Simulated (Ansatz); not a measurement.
Crystal: LiCl.

```
Cl Li
1.0
     0.00000    2.56477    2.56477
     2.56477    0.00000    2.56477
     2.56477    2.56477    0.00000
Cl Li
1 1
Direct
  0.50000 0.50000 0.50000
  0.00000 0.00000 0.00000
```

Base run:

| Quantity | Value |
| --- | --- |
| Program | Ansatz 0.2.0 |
| Functional | revPBE |
| Potentials or basis | all-electron LAPW, scalar-relativistic |
| Cutoff | 161 eV (chosen from the basis error) |
| Basis error allowed | 0.001 eV/atom |
| k mesh | 9 × 9 × 9 |
| Occupations | fermi-dirac, width 0.05 eV |
| Spin | no spin polarisation |

Its results: band gap on the k mesh 6.53 eV, direct; pressure 2.1 GPa.

Task: The run is repeated on the same cell with these changes: functional from revPBE to PBE; occupations from fermi-dirac, width 0.05 eV to gaussian, width 0.017 eV. What comes out?

Result: Band gap on the k mesh 6.33 eV, direct; pressure 0.4 GPa.

Caveats: an odd mesh through Γ misses points on the zone boundary, where band edges often lie (some runs).
